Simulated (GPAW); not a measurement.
MnO: single point with LDA

The system is MnO.

```
CELL_PARAMETERS angstrom
0.00000 2.22200 2.22200
2.22200 0.00000 2.22200
2.22200 2.22200 0.00000
ATOMIC_POSITIONS crystal
Mn 0.00000 0.00000 0.00000
O 0.50000 0.50000 0.50000
```

* Program: GPAW 26.7.0
* Task: single point
* Functional: LDA
* Potentials or basis: the program's PAW data sets (release 1.2.1) made for this functional
* Cutoff: 600 eV
* Basis: pw
* k mesh: 8 × 8 × 8
* Occupations: fermi-dirac, width 0.05 eV
* Spin: collinear spin, ferromagnetic start
* Starting moments: [5.0, 0.0] μB
* Maxiter: 120
* Convergence: default

* Pressure: -18.5 GPa
* Band gap on the k mesh: none (metal or under the smearing width)
* Net moment: 4.61 μB per cell
* Site moments: Mn +4.09; O +0.16 μB

Levels at points of the mesh, in eV from the Fermi level:
Spin up:
```
           k point  band 10  band 11  band 12  band 13  band 14  band 15  band 16  band 17
(0.00, 0.00, 0.00)    -3.06    -3.06    -2.54    -2.54    -0.52    13.92    16.17    16.17
(0.50, 0.50, 0.00)    -2.09    -1.81    -1.81    -1.71     4.91     7.68    10.48    13.47
(0.50, 0.50, 0.50)    -2.11    -1.70     0.35     0.35     3.38     7.65    11.68    11.68
```
Spin down:
| k point | band 5 | band 6 | band 7 | band 8 | band 9 | band 10 | band 11 | band 12 |
| --- | --- | --- | --- | --- | --- | --- | --- | --- |
| (0.00, 0.00, 0.00) | -19.63 | -3.47 | -3.47 | -3.47 | 0.43 | 0.43 | 0.43 | 0.56 |
| (0.50, 0.50, 0.00) | -18.65 | -6.55 | -4.45 | -4.45 | -1.16 | 1.73 | 1.96 | 2.18 |
| (0.50, 0.50, 0.50) | -18.65 | -7.54 | -4.99 | -4.99 | 1.68 | 1.71 | 1.71 | 3.51 |

Wall time 23 s on 1 thread of Arm Neoverse V1, on a shared host, peak memory 0.15 GiB.

Caveat: the cutoff is short for stress and forces, so pressures can be off by a GPa or more; so large a pressure means that the cell lies far from this level's equilibrium, or that cutoff or potentials fall short; a cell with one magnetic atom can't hold antiferromagnetic order, which such compounds often take; semilocal functionals often make such compounds metallic where correlation or magnetic order opens a gap, which also shifts bond lengths. With open d or f shells a metallic result of LDA can be an artefact of self-interaction; +U or a hybrid may open a gap.
